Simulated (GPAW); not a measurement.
**TiCo in GPAW: convergence with k mesh**

Crystal: TiCo.

```xyz
2
Lattice="2.9861 0.0000 0.0000 0.0000 2.9861 0.0000 0.0000 0.0000 2.9861" Properties=species:S:1:pos:R:3 pbc="T T T"
Co    1.4931    1.4931    1.4931
Ti    0.0000    0.0000    0.0000
```

The cell comes from a database or a generator and needn't be the stable form of this composition.

| Property | Result |
| --- | --- |
| Program | GPAW 26.7.0 |
| Task | convergence study |
| Functional | PBE |
| Potentials or basis | GPAW PAW data sets (gpaw-data 1.2.1) |
| Cutoff | 600 eV |
| Basis | pw |
| k mesh | 2 × 2 × 2 |
| Occupations | fermi-dirac, width 0.05 eV |
| Spin | collinear spin, ferromagnetic start |
| Starting moments | [2.0, 1.0] μB |

These are the settings of the first run; the series varies k mesh, with any setting tied to it.

Hardware: 1 thread of Arm Neoverse V2 (shared host).

| k mesh | energy less the tightest run, at zero smearing (meV/atom) | pressure (GPa) | largest site moment (μB) | SCF cycles | CPU time (s) | peak memory (GiB) |
| --- | --- | --- | --- | --- | --- | --- |
| 2 × 2 × 2 | 464.99 | 4.63 | 1.42 | 15 | 7.5 | 0.14 |
| 3 × 3 × 3 | -32.41 | -4.20 | 0.56 | 14 | 6.8 | 0.14 |
| 4 × 4 × 4 | -24.85 | -1.56 | 0.86 | 17 | 14 | 0.14 |
| 5 × 5 × 5 | -7.33 | -0.24 | 0.98 | 13 | 11 | 0.14 |
| 6 × 6 × 6 | 6.31 | -2.29 | 0.55 | 21 | 31 | 0.15 |
| 7 × 7 × 7 | -9.02 | -0.80 | 0.94 | 15 | 22 | 0.15 |
| 8 × 8 × 8 | 2.64 | -0.05 | 1.01 | 15 | 36 | 0.17 |
| 10 × 10 × 10 | -3.74 | -0.60 | 0.96 | 13 | 50 | 0.18 |
| 12 × 12 × 12 | 0.00 | -0.73 | 0.94 | 16 | 89 | 0.21 |

Not settled before the last step: the energy (to 1 meV/atom), the pressure (to 0.1 GPa), the largest site moment (to 0.02 μB). Meshes of other sizes hit other points, so gaps and Fermi surfaces needn't settle smoothly. The tightest run that finished is the yardstick and may itself not be fully converged.
